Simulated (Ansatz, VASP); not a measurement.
PbSe in VASP and in Ansatz

```
Pb Se
1.0
     0.00000    3.06215    3.09277
     3.06215    0.00000    3.09277
     3.06215    3.06215    0.00000
Pb Se
1 1
Cartesian
  0.0000 0.0000 0.0000
  3.0621 3.0621 3.0928
```

Change from the starting cell: zz strain of +1 %, crystal datasets.

Alike in both runs: task electric field gradients; functional PBEsol; k mesh 9 × 9 × 9; occupations fermi-dirac, width 0.01 eV; no spin polarisation.

```csv
,VASP,Ansatz
version,VASP 6.6.1,Ansatz 0.2.0
potentials or method,"VASP PAW PBE potentials, release 64 (Pb_d, Se), cutoff 520 eV","all-electron PAW with datasets made for the crystal, scalar-relativistic"
```

VASP gave:

```
gap on the k mesh at the Fermi level (eV)                      : 0.66
pressure (GPa)                                                 : -1.1
largest component of the traceless stress (GPa)                : 0.75
Vzz of the field gradient on the site that differs most (V/Å²) : 30.2
```

Task: What did Ansatz give for the same quantities?

Result: gap on the k mesh at the Fermi level (eV): 0.66; pressure (GPa): -1.1; largest component of the traceless stress (GPa): 0.74; Vzz of the field gradient on the site that differs most (V/Å²): 32.6.

Ansatz ran all-electron here, so the differences hold the error of VASP's frozen core and of both bases. Ansatz warned: «gradients_without_spin_orbit».

Caveats: the PAW data sets were made with another functional, which shifts forces and pressure a little (VASP); spin-orbit coupling is left out, which as a rule narrows the gap of such compounds by several tenths of an eV; an odd mesh through Γ misses points on the zone boundary, where band edges often lie.
